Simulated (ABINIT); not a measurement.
The system is Au.

```
Au
1.0
     0.00000    2.03500    2.03500
     2.03500    0.00000    2.03500
     2.03500    2.03500    0.00000
Au
1
Direct
  0.00000 0.00000 0.00000
```

Base run:

```yaml
Program: ABINIT 10.8.3 (patched build)
Functional: PBE
Potentials_or_basis: PseudoDojo NC SR PBE v0.4.1 standard
Cutoff: 952 eV
k_mesh: 12 × 12 × 12, with 4 shifts
Occupations: fermi-dirac, width 0.136 eV
Spin: no spin polarisation
```

Its results: pressure 10.1 GPa.

Q: The run is repeated on the same cell with these changes: k mesh from 12 × 12 × 12, with 4 shifts to 8 × 8 × 8; occupations from fermi-dirac, width 0.136 eV to fermi-dirac, width 0.05 eV. What comes out?

A: Pressure 11.1 GPa.
